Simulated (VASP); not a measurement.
Write the native input for VASP 6.6.1 that does the following.

```yaml
Task: band structure
Functional: PBE
Potentials_or_basis: VASP PAW PBE potentials, release 64 (Si, C)
Cutoff: 520 eV
k_mesh: 12 × 12 × 2
Occupations: gaussian, width 0.03 eV
Spin: no spin polarisation
Further_INCAR_settings: ALGO = Fast; EDIFF = 1e-06; NBANDS = 36
```

The structure of SiC (Moissanite 6H) lies in POSCAR:

```
SiC                                     
1.0
    3.0798348513      0.0000000000      0.0000000000
   -1.5399174256      2.6672152207      0.0000000000
    0.0000000000      0.0000000000     15.1116731378
  Si              C             
     6     6
Direct
     0.0000000000000000    0.0000000000000000    0.1250363669735108
     0.0000000000000000    0.0000000000000000    0.6250363669735108
     0.3333333332999970    0.6666666667000030    0.2918190986567595
     0.6666666667000030    0.3333333332999970    0.7918190986567595
     0.3333333332999970    0.6666666667000030    0.9583117383177111
     0.6666666667000030    0.3333333332999970    0.4583117383177111
     0.0000000000000000    0.0000000000000000    0.9996886893862467
     0.0000000000000000    0.0000000000000000    0.4996886893862467
     0.3333333332999970    0.6666666667000030    0.1668269791811028
     0.6666666667000030    0.3333333332999970    0.6668269791811028
     0.3333333332999970    0.6666666667000030    0.8333171274846762
     0.6666666667000030    0.3333333332999970    0.3333171274846762
```

These files were run (other wordings do the same):

INCAR

```
PREC = Accurate
ENCUT = 520
EDIFF = 1E-6
ISMEAR = 0
SIGMA = 0.03
LREAL = False
LASPH = True
NELM = 80
ALGO = Fast
ISIF = 2
LWAVE = False
LCHARG = False
GGA = PE
NBANDS = 36
KPAR = 4
```

KPOINTS

```
Automatic mesh
0
Gamma
  12 12 2
```

KPOINTS_OPT

```
explicit points
168
Reciprocal
 0.0000000000  0.0000000000  0.0000000000 1
 0.0555555556  0.0000000000  0.0000000000 1
 0.1111111111  0.0000000000  0.0000000000 1
 0.1666666667  0.0000000000  0.0000000000 1
 0.2222222222  0.0000000000  0.0000000000 1
 0.2777777778  0.0000000000  0.0000000000 1
[... 160 lines left out ...]
 0.5000000000  0.0000000000  0.0845033200 1
 0.5000000000  0.0000000000 -0.0845033200 1
```

Potentials or basis: VASP PAW PBE potentials, release 64 (Si, C).

Launch:

```sh
$ cat potpaw_PBE.64/Si/POTCAR potpaw_PBE.64/C/POTCAR > POTCAR
$ mpirun -np 4 vasp_std > vasp.out
```

It gave:

The pressure is 3.2 GPa, the band gap on the k mesh is 2.03 eV, indirect (least direct gap 3.12 eV) and the band gap along the path is 2.02 eV, indirect (least direct gap 3.12 eV).

Wall time 5.4 min on 4 MPI ranks on Intel(R) Xeon(R) Platinum 8375C CPU @ 2.90GHz (Ice Lake), with other jobs on the host, peak memory 0.39 GiB a rank.
